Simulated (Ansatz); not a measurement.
A series in volume per atom on Ir

All results are calculated (Ansatz 0.2.0 development build). Equation of state of a cubic crystal from periodic Kohn-Sham density functional theory without spin; pressure corrected for the finite basis.

Cell of the first row (space group Fd-3m, No. 227):
```
CELL_PARAMETERS angstrom
0.00000 2.72860 2.72860
2.72860 0.00000 2.72860
2.72860 2.72860 0.00000
ATOMIC_POSITIONS crystal
Ir 0.00000 0.00000 0.00000
Ir 0.25000 0.25000 0.25000
```

Settings of every row: formula Ir; structure type diamond; functional PBE; spin treatment none; k mesh 17x17x17; occupation method fermi-dirac; occupation width 0.061225619 eV; wave cutoff 700 eV; datasets hard PAW; density cutoff ratio 4.

Limits: a cubic model structure, not a phase known at ambient conditions; the SCF threshold is loose for a stress in some rows; no spin-orbit coupling, which can matter with elements this heavy.

| row | volume per atom (Å³) | pressure (GPa) | energy above lowest point (meV/atom) |
| --- | --- | --- | --- |
| 1 | 20.316 | 12.986 | 48.36 |
| 2 | 20.748 | 8.038 | 20.13 |
| 3 | 21.181 | 3.648 | 4.49 |
| 4 | 21.613 | -0.243 | 0 |
| 5 | 22.045 | ? | ? |
| 6 | 22.477 | -6.743 | 19.55 |
| 7 | 22.91 | -9.443 | 41.46 |

Question: what pressure and energy above lowest point should row 5 give?

Worked fit of pressure. Take u = (V_r/V)^(2/3) − 1 with V_r = 21.397 Å³ an atom, which is twice the finite (Eulerian) strain; such expansions in the strain, on which the Birch-Murnaghan equation of state is built, carry the rest volume and the bulk modulus. The shown rows have u = 0.03517, 0.02075, 0.00679, -0.00667, -0.03229, -0.04453. Least squares give pressure = 1.6412 + 288.808 × u + 930.87 × u² + 798 × u³ GPa; a parabola predicts inner rows, each left out in turn, worse (root mean square 0.015 against 0.0058 GPa). The rows lie off it by 0.001, -0.004, 0.003, 0.001, -0.002, 0.001. The pressure vanishes at u = -0.0058, or V = 21.58 Å³ an atom, and there the bulk modulus at fixed shape and fractions is B = −V dP/dV = (2/3)(1 + u) dP/du = 184 GPa. The withheld row has u = -0.01969, so the fit gives 1.6412 + 288.808 × (-0.01969) + 930.87 × (-0.01969)² + 798 × (-0.01969)³ = -3.691 GPa.

The calculation gave -3.69 GPa. The fit lies 0.001 GPa (0.0045 % of the column's range) below it, one unit of the last digit.

Worked fit of energy above lowest point. Take u = (V_r/V)^(2/3) − 1 with V_r = 21.397 Å³ an atom, which is twice the finite (Eulerian) strain; such expansions in the strain, on which the Birch-Murnaghan equation of state is built, carry the rest volume and the bulk modulus. The shown rows have u = 0.03517, 0.02075, 0.00679, -0.00667, -0.03229, -0.04453. Least squares give energy above lowest point = 0.936 + 327.32 × u + 28484.4 × u² + 15616 × u³ meV/atom; a parabola predicts inner rows, each left out in turn, worse (root mean square 0.29 against 0.024 meV/atom). The rows lie off it by 0.00, 0.00, 0.01, -0.02, 0.01, 0.00. Its lowest point lies at u = -0.0058, or V = 21.58 Å³ an atom, and the curvature there gives the bulk modulus at fixed shape and fractions, B = (4/9)(1 + u)² E″(u)/V = 184 GPa. The withheld row has u = -0.01969, so the fit gives 0.936 + 327.32 × (-0.01969) + 28484.4 × (-0.01969)² + 15616 × (-0.01969)³ = 5.42 meV/atom.

The calculation gave 5.4 meV/atom. The fit lies 0.02 meV/atom (0.041 % of the column's range) above it; its largest miss of a shown row is 0.02 meV/atom.
